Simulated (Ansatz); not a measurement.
AlO:

```xyz
2
Lattice="2.7692 0.0000 0.0000 0.0000 2.7692 0.0000 0.0000 0.0000 2.7692" Properties=species:S:1:pos:R:3 pbc="T T T"
Al    1.3846    1.3846    1.3846
O     0.0000    0.0000    0.0000
```

The cell was built by a generator and needn't be a form met in nature.

- Program: Ansatz 0.2.0
- Task: relaxation of cell and atoms
- Functional: PBE0
- Potentials or basis: Ansatz PAW
- Cutoff: 420 eV (not typed: the program's choice for these potentials)
- k mesh: 5 × 5 × 5
- Occupations: fermi-dirac, width 0.05 eV
- Spin: no spin polarisation

At the start: volume 10.62 Å³/atom.

Q: How do energy, volume and symmetry change on relaxing?

A: It ends after 7 steps and the volume is 10.17 Å³/atom (-4.2 %); space group Pm-3m (No. 221, to 0.05 Å).

The path:
```tsv
step	energy change (eV)	largest force (eV/Å)	volume (Å³)
1	0.0000	0.0000	21.24
2	-0.0184	0.0000	20.55
3	-0.0197	0.0000	20.36
4	-0.0197	0.0000	20.37
5	-0.0175	0.0000	20.37
6	-0.0176	0.0000	20.34
7	-0.0176	0.0000	20.34
```

Final structure:
```xyz
2
Lattice="2.7297 0.0000 0.0000 0.0000 2.7297 0.0000 0.0000 0.0000 2.7297" Properties=species:S:1:pos:R:3 pbc="T T T"
Al    1.3649    1.3649    1.3649
O     0.0000    0.0000    0.0000
```

Caveat: the k mesh is coarse (spacing up to 0.45 Å⁻¹), so the values aren't converged, least of all with exact exchange; the plane-wave basis is chosen anew once the cell has moved, so the energies of steps on either side of that aren't comparable; the pressure holds a Pulay correction of +0.5 GPa for the finite cutoff; an odd number of electrons without spin polarisation forces a metal; a magnetic or distorted state may lie lower; the PAW data sets come from PBE, with cores solved anew for the run's functional, which leaves a small shift of forces and pressure.
